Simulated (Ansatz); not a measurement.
**MgTe: computed DOS**

```
CELL_PARAMETERS angstrom
4.54000 0.00000 0.00000
-2.27000 3.93176 0.00000
0.00000 0.00000 7.39500
ATOMIC_POSITIONS crystal
Mg 0.33333 0.66667 0.00000
Mg 0.66667 0.33333 0.50000
Te 0.33333 0.66667 0.37000
Te 0.66667 0.33333 0.87000
```

The cell is COD entry 1538744, as deposited and not checked against the literature; nothing was relaxed.

Spin–orbit coupling is left out, though it moves levels of the heavy atoms by tenths of an eV or more.

These are results of DFT, PBE, all-electron LAPW, scalar-relativistic (Ansatz 0.2.0), not measurements.

Numerical set-up: a Γ-centred 10×10×6 k mesh, Fermi–Dirac smearing of 0.05 eV, basis error target 1 meV/atom, no spin polarisation.

Question: Which of the resolved shells contributes most in the top eV of the valence band?

Answer: Te 5p, with 96 % of all states there; Mg 3s follows with 1 %.

Question: Tabulate the density of states.

Answer: States per eV and cell, averaged over 0.6 eV, from -3.5 to 3.5 eV, with energies (bin centres) from the valence-band top; empty bins are left out. The partial columns, the largest 3 alone, are projections on Löwdin-orthogonalised atomic shells (those that the program's projection atoms carry: the occupied ones and, for some elements, an empty d or f shell; other empty shells have no column), summed over atoms of an element. Weights on diffuse s and p shells depend on that basis and aren't pure angular character.
| E (eV) | total | Te 5p | Mg 3s | Te 5s |
| --- | --- | --- | --- | --- |
| -3.3 | 1.97 | 1.44 | 0.49 | 0.02 |
| -2.7 | 3.47 | 2.53 | 0.79 | 0.10 |
| -2.1 | 2.18 | 1.90 | 0.17 | 0.05 |
| -1.5 | 3.69 | 3.43 | 0.12 | 0.03 |
| -0.9 | 6.24 | 5.95 | 0.06 | 0.02 |
| -0.3 | 2.45 | 2.37 | 0.01 | 0.00 |
| 2.7 | 0.02 | 0.00 | 0.01 | 0.01 |
| 3.3 | 1.68 | 0.18 | 0.51 | 0.07 |
